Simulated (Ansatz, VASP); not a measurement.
CsBr in VASP and in Ansatz

POSCAR

```
CsBr
1.0
    4.3196005106      0.0000000000      0.0000000000
    0.0000000000      4.3196005106      0.0000000000
    0.0000000000      0.0000000000      4.3196005106
Cs Br
1 1
Direct
    0.0000000000      0.0000000000      0.0000000000
    0.5000000000      0.5000000000      0.5000000000
```

The input INCAR.step1:

```
SYSTEM = CsBr
PREC = Accurate ; ENCUT = 520
ISMEAR = 0 ; SIGMA = 0.01
LREAL = .FALSE. ; LASPH = .TRUE.
NELM = 100 ; NBANDS = 15
GGA = PE ; ALGO = Normal
EDIFF = 1E-4 ; LWAVE = .TRUE.
LCHARG = .FALSE.
```

Contents of INCAR.step2:

```
SYSTEM = CsBr
PREC = Accurate ; ENCUT = 520
EDIFF = 1E-7 ; ISMEAR = 0
SIGMA = 0.01 ; LREAL = .FALSE.
LASPH = .TRUE. ; NELM = 100
ALGO = Normal ; ISIF = 2
LWAVE = .FALSE. ; LCHARG = .FALSE.
METAGGA = R2SCAN ; LMIXTAU = .TRUE.
NBANDS = 15 ; ISTART = 1
```

Contents of KPOINTS:

```
regular mesh
0
G
  4 4 4
  0 0 0
```

Input for Ansatz:

```yaml
crystal:
  lattice:
    - [4.3196005106, 0.0, 0.0]
    - [0.0, 4.3196005106, 0.0]
    - [0.0, 0.0, 4.3196005106]
  atoms:
    - { symbol: Cs, position: [0.0, 0.0, 0.0] }
    - { symbol: Br, position: [0.5, 0.5, 0.5] }
kpoints:
  mp_grid: { grid: [4, 4, 4] }
hamiltonian:
  xc: r2scan
scf:
  occupations: { method: fixed }
  n_extra_bands: 4
output:
  forces: true
  stress: true
  eigenvalues: true
  write_density: true
  write_potential: true
  elf: true
  volumetric_format: npy
```

Alike in both runs: task single point; functional r2SCAN; k mesh 4 × 4 × 4; no spin polarisation.

```csv
,VASP,Ansatz
version,VASP 6.6.1,Ansatz 0.2.0
potentials or method,"VASP PAW PBE potentials, release 64 (Cs_sv, Br)","plane waves, PAW"
plane-wave cutoff (eV),520,500
occupations,"gaussian, width 0.01 eV",fixed
valence electrons in the cell,16,16
```

|  | VASP | Ansatz | Ansatz less VASP |
| --- | --- | --- | --- |
| gap on the k mesh at the Fermi level (eV) | 5.18 | 5.20 | +0.017 |
| pressure (GPa) | 0.1 | 0.0 | -0.04 |

Caveats: the PAW data sets were made with another functional, which shifts forces and pressure a little (VASP); spin-orbit coupling is left out, which moves the levels of the heavy elements. r2SCAN opens gaps a little over a GGA but as a rule still falls short of measured ones.
